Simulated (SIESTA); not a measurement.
TiO2:

```xyz
6
Lattice="4.5998 0.0000 0.0000 0.0000 4.5998 0.0000 0.0000 0.0000 2.9592" Properties=species:S:1:pos:R:3 pbc="T T T"
Ti    0.0000    0.0000    1.4796
Ti    2.2999    2.2999    0.0000
O     1.3998    1.3998    1.4796
O     0.9001    3.6997    0.0000
O     3.6997    0.9001    0.0000
O     3.2000    3.2000    1.4796
```

The cell is a database's computed one.

- Program: SIESTA 5.4.2
- Task: relaxation of cell and atoms
- Functional: PBE
- Potentials or basis: PseudoDojo 0.4 standard (PBE files)
- Basis: SZ (energy shift 0.01 Ry)
- Grid cutoff: 800 Ry
- Energy shift: 0.01 Ry
- k mesh: 4 × 4 × 6
- Occupations: fermi-dirac, width 0.05 eV
- Spin: no spin polarisation

At the start: pressure -11.2 GPa; volume 10.44 Å³/atom.

Question: How do energy, volume and symmetry change on relaxing?

Answer: Over 10 steps the energy falls by 16.6 meV/atom and the volume is 9.98 Å³/atom (-4.3 %); space group P4_2/mnm (No. 136, to 0.05 Å).

Step by step:
```
step  energy change (eV)  largest force (eV/Å)  pressure (GPa)  volume (Å³)
   1              0.0000                0.0176          -11.24        62.61
   2             -0.0221                0.0134           -9.94        62.29
   3             -0.0960                0.1875            0.42        59.94
   4             -0.0977                0.1296           -0.03        60.00
   5             -0.0993                0.0086           -0.20        59.95
   6             -0.0993                0.0023           -0.06        59.92
   7             -0.0993                0.0007            0.00        59.90
   8             -0.0994                0.0076            0.17        59.87
   9             -0.0994                0.0053            0.16        59.87
  10             -0.0994                0.0032            0.05        59.89
```

Final structure:
```yaml
crystal:
  lattice:
    - [4.53559, 0.00000, 0.00000]
    - [0.00000, 4.53559, 0.00000]
    - [0.00000, 0.00000, 2.91131]
  atoms:
    - { symbol: Ti, position: [0.00000, 0.00000, 0.50000] }
    - { symbol: Ti, position: [0.50000, 0.50000, 0.00000] }
    - { symbol: O, position: [0.30285, 0.30285, 0.50000] }
    - { symbol: O, position: [0.19715, 0.80285, 0.00000] }
    - { symbol: O, position: [0.80285, 0.19715, 0.00000] }
    - { symbol: O, position: [0.69715, 0.69715, 0.50000] }
```

Caveat: the basis has no polarisation orbitals; the basis of atomic orbitals isn't converged, which shifts pressures, moduli and gaps.
